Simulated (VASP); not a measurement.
Wanted: the native input for a VASP 6.6.1 run.

```yaml
Task: single point
Functional: PBEsol
Potentials_or_basis: VASP PAW PBE potentials, release 64 (Ga_d, As)
Cutoff: 350 eV
k_mesh: 2 × 2 × 2
Occupations: gaussian, width 0.03 eV
Spin: collinear spin, zero start
Starting_moments: "[0.0, 0.0, 0.0, 0.0, 0.0, 0.0, 0.0, 0.0, 0.0, 0.0, 0.0, 0.0, 0.0, 0.0, 0.0, 0.0, 0.0, 0.0, 0.0, 0.0, 0.0, 0.0, 0.0] μB"
Dq: -1
Further_INCAR_settings: LREAL = Auto; ALGO = Normal; EDIFF = 1e-05; NBANDS = 122; ISYM = 0; NELECT = 204.0
```

The structure of Ga11As12 (a cell with a defect) lies in POSCAR:

```
Ga11As12                                
1.0
    0.0000000000      8.4805500000      8.4805500000
    5.6537000000      0.0000000000      5.6537000000
    5.6537000000      5.6537000000      0.0000000000
  Ga              As            
    11    12
Direct
     0.0015350008553818    0.0063192626333513    0.4963510511847191
     0.0020942186566137    0.4965984614580965    0.0052735124240348
     0.0027998306066516    0.4942908335314869    0.4941134327577401
     0.3256409516240195    0.0032651604101172    0.0025942985066933
     0.3239918258234801    0.0054752023235415    0.5023467586844901
     0.3246189071665980    0.5027972359515355    0.0041294060130514
     0.3309273804761692    0.5019021059429376    0.5000765703590049
     0.6691484811419494    0.0066570936976442    0.0074247170352959
     0.6686757438463820    0.0069053687888929    0.4845011508528687
     0.6693770717604902    0.4835456077717934    0.0068210407022380
     0.6689894758862570    0.4995580830040440    0.4997008056185913
     0.0759933024301491    0.1188798221781172    0.1186172891230466
     0.0757337317183765    0.1157533208289082    0.6539048461687110
     0.0763412665477166    0.6531903731465651    0.1153456420699878
     0.0799222459758230    0.6269028014114010    0.6258815994810640
     0.4166321411086797    0.1248845805269545    0.1244346998799422
     0.4161160500943286    0.1247700158890215    0.6241799156147879
     0.4169037216891404    0.6245018262396416    0.1232827024500605
     0.4164940473516785    0.6259885361067972    0.6248346216803007
     0.7826582551094114    0.1096649887756800    0.1106226988577018
     0.7492029612124639    0.1234765869253637    0.6274516238890943
     0.7496165823018245    0.6269166568293398    0.1232632121000300
     0.7502668066164272    0.6266950756287741    0.6267064045465512
```

One way to write it, as run:

INCAR

```
SYSTEM = Ga11As12
  PREC = Accurate
  ENCUT = 350
  EDIFF = 1E-5
  ISMEAR = 0
  SIGMA = 0.03
  LREAL = Auto
  LASPH = .TRUE.
  NELM = 120
  ALGO = Normal
  ISIF = 2
  LWAVE = .FALSE.
  LCHARG = .FALSE.
  ISPIN = 2
  MAGMOM = 0 0 0 0 0 0 0 0 0 0 0 0 0 0 0 0 0 0 0 0 0 0 0
  LORBIT = 11
  GGA = PS
  NBANDS = 122
  NELECT = 204.0
  ISYM = 0
  KPAR = 2
```

KPOINTS

```
regular mesh
0
G
  2 2 2
  0 0 0
```

Potentials or basis: VASP PAW PBE potentials, release 64 (Ga_d, As).

Run with:

```sh
$ cat potpaw_PBE.64/Ga_d/POTCAR potpaw_PBE.64/As/POTCAR > POTCAR
$ mpirun -np 4 vasp_std > vasp.out
```

Results of the run:

The largest force is 0.031 eV/Å, the band gap on the k mesh is none (metal or under the smearing width) and the net moment is 0.00 μB per cell. The valence electrons inside the program's atomic spheres are Ga 11.66, 11.65, 11.67, 11.68; As 2.75, 2.83, 2.82, 2.77.

Caveat: the k mesh is coarse (spacing up to 0.48 Å⁻¹), so the values aren't converged; the cell is charged against a uniform background, so pressure and absolute levels hang on convention; the PAW data sets were made with another functional, which shifts forces and pressure a little.

Run time: 7.6 min on 4 MPI ranks on Intel(R) Xeon(R) Platinum 8259CL CPU @ 2.50GHz (Skylake/Cascade Lake), on a shared host, peak memory 0.51 GiB a rank.
